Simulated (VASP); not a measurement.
**BN under changes of volume**

One of the cells (6.078 Å³/atom); the others are scaled copies at fixed shape and fractional positions:

```
N B
1.0
     0.00000    1.82501    1.82501
     1.82501    0.00000    1.82501
     1.82501    1.82501    0.00000
N B
1 1
Direct
  0.25000 0.25000 0.25000
  0.00000 0.00000 0.00000
```

The cell is a database's computed one.

```yaml
Program: VASP 6.6.1
Functional: PBEsol
Potentials_or_basis: VASP PAW PBE potentials, release 64 (N, B)
Cutoff: 520 eV
k_mesh: 13 × 13 × 13
Occupations: fermi-dirac, width 0.05 eV
Spin: no spin polarisation
```

| volume (Å³/atom) | energy over the lowest point (meV/atom) | pressure (GPa) | gap on the mesh (eV) |
| --- | --- | --- | --- |
| 5.602 | ? | ? | ? |
| 5.721 | 4.73 | 10.4 | 4.39 |
| 5.840 | 0.00 | 1.9 | 4.37 |
| 6.078 | 7.97 | -12.7 | 4.32 |
| 6.198 | 19.62 | -19.1 | 4.30 |
| 6.317 | 35.81 | -24.9 | 4.27 |

What does the run at 5.602 Å³/atom give?

Energy over the lowest point 16.05 meV/atom; pressure 19.6 GPa; gap on the mesh 4.41 eV.

Worked out: A Birch-Murnaghan fit of order 3 (a polynomial in V^(-2/3)) to the other rows has its minimum at 5.87 Å³/atom with B0 = V·E''(V) = 385 GPa and B' = 3.6. It gives 15.98 meV/atom at 5.602 Å³/atom, against the run's 16.05, and -dE/dV = 19.8 GPa, against 19.6. A straight line through the other rows of the gap, of slope -1.2 eV per unit of ln V, extrapolates to 4.42 eV, against the run's 4.41.

Energies are extrapolated to zero smearing.

Caveats: the PAW data sets were made with another functional, which shifts forces and pressure a little; an odd mesh through Γ misses points on the zone boundary, where band edges often lie.
